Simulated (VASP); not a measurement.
# Zn (P6_3/mmc) in VASP: notebook

One crystal, Zn, is run at these levels: LDA; tasks: relaxation of cell and atoms.

Program: VASP 6.6.1. These are calculated values, not measurements. Logs are shortened: lines on timing, memory, paths and dates and some standing lists are left out, and cuts for length are marked.

### Step 1. The crystal as given

Symmetry: P6_3/mmc, No. 194, hexagonal system. The conventional cell has a = 2.670 Å, b = 2.670 Å, c = 4.966 Å, α = 90.00°, β = 90.00°, γ = 120.00°. Around Zn (site symmetry -6m2) lie 12 Zn at 2.67 to 2.92 Å.

### Step 2. Relaxation of cell and atoms, LDA

INCAR

```
PREC = Accurate
ENCUT = 600
EDIFF = 1E-6
ISMEAR = 1
SIGMA = 0.1
LREAL = F
LASPH = T
NELM = 80
ALGO = Normal
ISIF = 3
LWAVE = F
LCHARG = F
GGA = CA
IBRION = 2
NSW = 90
EDIFFG = -0.01
KPAR = 2
```

KPOINTS

```
regular mesh
0
Gamma
  18 18 8
```

POSCAR

```
Zn
1.0
    2.6700000000      0.0000000000      0.0000000000
   -1.3350000000      2.3122878281      0.0000000000
    0.0000000000      0.0000000000      4.9660000000
Zn
2
Direct
    0.3333333333      0.6666666667      0.2500000000
    0.6666666667      0.3333333333      0.7500000000
```

Potentials or basis: VASP PAW LDA potentials, release 64 (Zn).

Launch:

```bash
$ cat potpaw_LDA.64/Zn/POTCAR > POTCAR
$ mpirun -np 2 vasp_std > vasp.out
```

OUTCAR:

```text
PREC = Accurate
   ENCUT = 600
   EDIFF = 1E-6
   ISMEAR = 1
   LREAL = F
   LASPH = T
   NELM = 80
   ISIF = 3
   GGA = CA
   IBRION = 2
   NSW = 90
   EDIFFG = -0.01

 ion  position               nearest neighbor table
   1  0.333  0.667  0.250-   2 2.92   2 2.92   2 2.92   2 2.92   2 2.92   2 2.92
   2  0.667  0.333  0.750-   1 2.92   1 2.92   1 2.92   1 2.92   1 2.92   1 2.92

  LATTYP: Found a hexagonal cell.
 ALAT       =     2.6700000000
 C/A-ratio  =     1.8599250936

  Lattice vectors:

 A1 = (   2.6700000000,   0.0000000000,   0.0000000000)
 A2 = (  -1.3350000000,   2.3122878281,   0.0000000000)
 A3 = (   0.0000000000,   0.0000000000,   4.9660000000)

Analysis of symmetry for initial positions (statically):
=====================================================================
 Subroutine PRICEL returns:
 Original cell was already a primitive cell.

 Routine SETGRP: Setting up the symmetry group for a
 hexagonal supercell.

 Subroutine GETGRP returns: Found 24 space group operations
 (whereof 12 operations were pure point group operations)
 out of a pool of 24 trial point group operations.

The static configuration has the point symmetry D_3d.
 The point group associated with its full space group is D_6h.

Analysis of symmetry for dynamics (positions and initial velocities):
=====================================================================
 Subroutine PRICEL returns:
 Original cell was already a primitive cell.

 Routine SETGRP: Setting up the symmetry group for a
 hexagonal supercell.

 Subroutine GETGRP returns: Found 24 space group operations
 (whereof 12 operations were pure point group operations)
 out of a pool of 24 trial point group operations.

The dynamic configuration has the point symmetry D_3d.
 The point group associated with its full space group is D_6h.

 Subroutine INISYM returns: Found 24 space group operations
 (whereof 12 operations are pure point group operations),
 and found     1 'primitive' translations

----------------------------------------------------------------------------------------

                                     Primitive cell

  volume of cell :      30.6591

  direct lattice vectors                    reciprocal lattice vectors
     2.670000000  0.000000000  0.000000000     0.374531835  0.216236056  0.000000000
    -1.335000000  2.312287828  0.000000000     0.000000000  0.432472112  0.000000000
     0.000000000  0.000000000  4.966000000     0.000000000  0.000000000  0.201369311

  length of vectors
     2.670000000  2.670000000  4.966000000     0.432472112  0.432472112  0.201369311

  position of ions in fractional coordinates (direct lattice)
     0.333333333  0.666666667  0.250000000
     0.666666667  0.333333333  0.750000000

  ion indices of the primitive-cell ions
   primitive index   ion index
                 1           1
                 2           2

----------------------------------------------------------------------------------------

 KPOINTS: regular mesh

Automatic generation of k-mesh.
 Grid dimensions read from file:
 generate k-points for:   18   18    8

 Generating k-lattice:

  Cartesian coordinates                     Fractional coordinates (reciprocal lattice)
     0.020807324  0.012013114  0.000000000     0.055555556  0.000000000  0.000000000
     0.000000000  0.024026228  0.000000000     0.000000000  0.055555556  0.000000000
     0.000000000  0.000000000  0.025171164     0.000000000  0.000000000  0.125000000

  Length of vectors
     0.024026228  0.024026228  0.025171164

  Shift w.r.t. Gamma in fractional coordinates (k-lattice)
     0.000000000  0.000000000  0.000000000

 Subroutine IBZKPT returns following result:
 ===========================================

 Found    185 irreducible k-points:

 Following reciprocal coordinates:
            Coordinates               Weight
  0.000000  0.000000  0.000000      1.000000
  0.055556  0.000000  0.000000      6.000000
  0.111111  0.000000  0.000000      6.000000
  0.166667  0.000000  0.000000      6.000000
  0.222222  0.000000  0.000000      6.000000
  0.277778  0.000000  0.000000      6.000000
[... 16 lines left out ...]
  0.333333  0.111111  0.000000     12.000000
  0.388889  0.111111  0.000000     12.000000
 [... further k-points ...]
   k-points           NKPTS =    185   k-points in BZ     NKDIM =    185   number of bands    NBANDS=     16
   number of dos      NEDOS =    301   number of ions     NIONS =      2
   total plane-waves  NPLWV =  23040
   dimension x,y,z NGX =    24 NGY =   24 NGZ =   40
   dimension x,y,z NGXF=    48 NGYF=   48 NGZF=   80
   ions per type =               2
   NGX,Y,Z   is equivalent  to a cutoff of  14.94, 14.94, 13.39 a.u.
   NGXF,Y,Z  is equivalent  to a cutoff of  29.89, 29.89, 26.78 a.u.
 SYSTEM =  unknown system
   PREC   = accura    normal or accurate (medium, high low for compatibility)
   ISTART =      0    job   : 0-new  1-cont  2-samecut
   ICHARG =      2    charge: 1-file 2-atom 10-const
   ISPIN  =      1    spin polarized calculation?
   LNONCOLLINEAR =      F non collinear calculations
   LSORBIT =      F    spin-orbit coupling
   LASPH  =      T    aspherical Exc in radial PAW
   ENCUT  =  600.0 eV  44.10 Ry    6.64 a.u.   5.33  5.33  9.92*2*pi/ulx,y,z
   NELM   =     80;   NELMIN=  2; NELMDL= -5     # of ELM steps
   EDIFF  = 0.1E-05   stopping-criterion for ELM
   LREAL  =      F    real-space projection
   EDIFFG = -.1E-01   stopping-criterion for IOM
   NSW    =     90    number of steps for IOM
   IBRION =      2    ionic relax: 0-MD 1-quasi-New 2-CG
   NFREE  =      1    steps in history (QN), initial steepest desc. (CG)
   ISIF   =      3    stress and relaxation
   ISYM   =      2    0-nonsym 1-usesym 2-fastsym
   POTIM  = 0.5000    time-step for ionic-motion
   TEBEG  =    0.0;   TEEND  =   0.0 temperature during run
   PSTRESS=    0.0 pullay stress
   NELECT =      24.0000    total number of electrons
   NUPDOWN=      -1.0000    fix difference up-down
   EMIN   =  10.00;   EMAX   =-10.00  energy-range for DOS
   EFERMI =   0.00;   METHOD = LEGACY
   ISMEAR =     1;   SIGMA  =   0.10  broadening in eV -4-tet -1-fermi 0-gaus
   EFERMI_NEDOS =   21; number of points for ismear=-14 and -15
   IALGO  =     38    algorithm
   IMIX   =      4    mixing-type and parameters
     AMIX     =   0.40;   BMIX     =  1.00
     AMIX_MAG =   1.60;   BMIX_MAG =  1.00
  volume/ion in A,a.u.               =      15.33       103.45
  Fermi-wavevector in a.u.,A,eV,Ry     =   1.508778  2.851177 30.972445  2.276410
  Thomas-Fermi vector in A             =   2.619187
   LORBIT       =      0    0 simple, 1 ext, 2 COOP (PROOUT), +10 PAW based schemes
   GGA     = CA    functional components
   LHFCALC =     F    Hartree Fock is set to
   AEXX    =    0.0000 exact exchange contribution
   IVDW    =     0    specifies the selected vdW correction
   LEPSILON=     F    determine dielectric tensor
   LRPA    =     F    only Hartree local field effects (RPA)
 conjugate gradient relaxation of ions
 non-spin polarized calculation
 Methfessel and Paxton  Order N= 1 SIGMA  =   0.10
  energy-cutoff  :      600.00
  volume of cell :       30.66
 maximum number of plane-waves:      1064
 NGX is ok and might be reduce to    24
   NGX = 11   NGY = 11   NGZ = 19

--------------------------------------- Ionic step        1  -------------------------------------------

 number of electron      24.0000003 magnetization

 Free energy of the ion-electron system (eV)
  ---------------------------------------------------
  ext. energy  EPLUGINS =         0.00000000
  ---------------------------------------------------
  free energy    TOTEN  =        -3.65159310 eV

  energy without entropy =       -3.65161046  energy(sigma->0) =       -3.65159889

------------------------ aborting loop because EDIFF is reached ----------------------------------------

  FORCE on cell =-STRESS in cart. coord.  units (eV):
  Direction    XX          YY          ZZ          XY          YZ          ZX
  --------------------------------------------------------------------------------------
  -------------------------------------------------------------------------------------
  Total       -1.9101995     -1.9101995     -1.2569446      0.0000000     -0.0000000      0.0000000
  in kB      -99.8227312    -99.8227312    -65.6850952      0.0000000     -0.0000000      0.0000000
  external PRESSURE =     -88.4435192 kB  Pullay stress =       0.0000000 kB

 VOLUME and BASIS-vectors are now :
 -----------------------------------------------------------------------------
  energy-cutoff  :      600.00
  volume of cell :       30.66
      direct lattice vectors                 reciprocal lattice vectors
     2.670000000  0.000000000  0.000000000     0.374531835  0.216236056  0.000000000
    -1.335000000  2.312287828  0.000000000     0.000000000  0.432472112  0.000000000
     0.000000000  0.000000000  4.966000000     0.000000000  0.000000000  0.201369311
[... 73 lines left out ...]
 POSITION                                       TOTAL-FORCE (eV/Angst)
 -----------------------------------------------------------------------------------
     -0.00000      1.47638      1.20698         0.000000     -0.000000     -0.000000
      1.27858      0.73819      3.62093        -0.000000      0.000000      0.000000
 -----------------------------------------------------------------------------------
    total drift:                               -0.000000      0.000000      0.000000

  FREE ENERGIE OF THE ION-ELECTRON SYSTEM (eV)
  ---------------------------------------------------
  free  energy   TOTEN  =        -3.7563037919 eV

  energy  without entropy=       -3.7558552169  energy(sigma->0) =       -3.75615427

--------------------------------------- Ionic step        4  -------------------------------------------

 number of electron      23.9999978 magnetization

 Free energy of the ion-electron system (eV)
  ---------------------------------------------------
  ext. energy  EPLUGINS =         0.00000000
  ---------------------------------------------------
  free energy    TOTEN  =        -3.75642064 eV

  energy without entropy =       -3.75596691  energy(sigma->0) =       -3.75626939

 E-fermi :   3.7904     XC(G=0): -12.4372

 val. band max:        3.7861189472   @ k =   0.3333   0.2222   0.2500
 cond. band min:       3.8186367932   @ k =   0.3333   0.1667   0.1250
 fundamental gap:      0.0325178460
 Fermi energy:         3.7904273745

 k-point     1 :       0.0000    0.0000    0.0000
  band No.  band energies     occupation
      1      -7.6003      2.00000
      2      -5.5685      2.00000
      3      -4.7056      2.00000
      4      -4.4066      2.00000
      5      -4.4066      2.00000
      6      -4.3499      2.00000
[... 8 lines left out ...]
     15      21.5879      0.00000
     16      22.6991      0.00000
[... 419 lines left out ...]
 k-point    24 :       0.3889    0.1111    0.0000
  band No.  band energies     occupation
      1      -5.1809      2.00000
      2      -5.0770      2.00000
      3      -4.9527      2.00000
      4      -4.4186      2.00000
      5      -4.2373      2.00000
      6      -4.2339      2.00000
[... 8 lines left out ...]
     15       9.5897      0.00000
     16      10.8641      0.00000

 [... further k-points ...]
[... 5 lines left out ...]
  --------------------------------------------------------------------------------------
  -------------------------------------------------------------------------------------
  Total       -0.0185852     -0.0185852      0.0109603      0.0000000     -0.0000000      0.0000000
  in kB       -1.0845673     -1.0845673      0.6396071      0.0000000     -0.0000000      0.0000000
  external PRESSURE =      -0.5098425 kB  Pullay stress =       0.0000000 kB

 VOLUME and BASIS-vectors are now :
 -----------------------------------------------------------------------------
  energy-cutoff  :      600.00
  volume of cell :       27.45
      direct lattice vectors                 reciprocal lattice vectors
     2.561199548  0.000000000  0.000000000     0.390442049  0.225421822 -0.000000000
    -1.280599774  2.218063872 -0.000000000    -0.000000000  0.450843645  0.000000000
     0.000000000 -0.000000000  4.832843142    -0.000000000  0.000000000  0.206917537

 POSITION                                       TOTAL-FORCE (eV/Angst)
 -----------------------------------------------------------------------------------
     -0.00000      1.47871      1.20821         0.000000     -0.000000     -0.000000
      1.28060      0.73935      3.62463        -0.000000      0.000000      0.000000
 -----------------------------------------------------------------------------------
    total drift:                               -0.000000      0.000000      0.000000

  FREE ENERGIE OF THE ION-ELECTRON SYSTEM (eV)
  ---------------------------------------------------
  free  energy   TOTEN  =        -3.7564206359 eV

  energy  without entropy=       -3.7559669124  energy(sigma->0) =       -3.75626939

 reached required accuracy - stopping structural energy minimisation
```

It took 43 s on 2 MPI ranks of Intel Xeon 6975P-C (Granite Rapids), shared host; peak memory 0.21 GiB.

Results:

- Free energy: -3.7564 eV
- Relaxed volume: 13.73 Å³/atom
- Relaxed cell: a = 2.561 Å, b = 2.561 Å, c = 4.833 Å, α = 90.00°, β = 90.00°, γ = 120.00°
- Space group after relaxing (to 0.05 Å): P6_3/mmc (No. 194)
- Energy gained by relaxing: 52.4 meV/atom
- Ionic steps: 4
- Pressure after relaxing: -0.1 GPa
- Band gap on the k mesh: none (metal or under the smearing width)

Step by step:
```csv
step,energy change (eV),largest force (eV/Å),pressure (GPa),volume (Å³)
1,0.0000,0.0000,-8.84,30.66
2,-0.1029,0.0000,1.04,27.05
3,-0.1047,0.0000,0.37,27.34
4,-0.1048,0.0000,-0.05,27.45
```

Final structure:
```xyz
2
Lattice="2.5612 0.0000 0.0000 -1.2806 2.2181 0.0000 0.0000 0.0000 4.8328" Properties=species:S:1:pos:R:3 pbc="T T T"
Zn    0.0000    1.4787    1.2082
Zn    1.2806    0.7394    3.6246
```

Caveat: the volume moved by -10 % from the deposited cell, more than functionals usually miss. LDA usually gives volumes a few per cent too small.

### Step 3. Relaxation of cell and atoms, LDA

This run uses another cell than the first one, of 13.73 Å³/atom, 0.895 times its volume.

INCAR: that of step 2 with these lines changed.

```diff
@@ -2,3 +2,3 @@
 ENCUT = 600
-EDIFF = 1E-6
+EDIFF = 1E-7
 ISMEAR = 1
@@ -15,3 +15,3 @@
 NSW = 90
-EDIFFG = -0.01
+EDIFFG = -0.005
 KPAR = 2
```

KPOINTS is that of step 2.

POSCAR

```
Zn                                      
1.0
    2.5611995477      0.0000000000      0.0000000000
   -1.2805997738      2.2180638725     -0.0000000000
    0.0000000000     -0.0000000000      4.8328431417
  Zn            
     2
Direct
     0.3333333332999970    0.6666666667000030    0.2500000000000000
     0.6666666667000030    0.3333333332999970    0.7500000000000000
```

Potentials or basis: VASP PAW LDA potentials, release 64 (Zn).

Launch:

```bash
$ cat potpaw_LDA.64/Zn/POTCAR > POTCAR
$ mpirun -np 2 vasp_std > vasp.out
```

Wall time 65 s (2 MPI ranks of Intel Xeon 6975P-C (Granite Rapids), shared host); peak memory 0.18 GiB.

It converged, with:

```yaml
Free_energy: -3.7549 eV
Relaxed_volume: 13.74 Å³/atom
Relaxed_cell: a = 2.559 Å, b = 2.559 Å, c = 4.846 Å, α = 90.00°, β = 90.00°, γ = 120.00°
Space_group_after_relaxing_to_0.05_Å: P6_3/mmc (No. 194)
Energy_gained_by_relaxing: 0.0 meV/atom
Ionic_steps: 7
Pressure_after_relaxing: 0.0 GPa
Band_gap_on_the_k_mesh: none (metal or under the smearing width)
```

Final structure:
```xyz
2
Lattice="2.5589 0.0000 0.0000 -1.2794 2.2160 0.0000 0.0000 0.0000 4.8455" Properties=species:S:1:pos:R:3 pbc="T T T"
Zn    0.0000    1.4774    1.2114
Zn    1.2794    0.7387    3.6341
```

Levels at points of the mesh, in eV from the Fermi level:
```csv
k point,band 10,band 11,band 12,band 13,band 14,band 15
"(0.00, 0.00, 0.00)",-7.46,-7.46,-4.34,-3.36,13.66,17.70
"(0.50, 0.00, 0.00)",-7.21,-3.20,-2.27,2.59,3.53,4.43
"(0.00, 0.00, 0.50)",-7.55,-7.55,-7.55,4.39,4.39,20.36
"(0.50, 0.00, 0.50)",-7.22,-2.26,-2.26,0.28,0.28,10.36
```
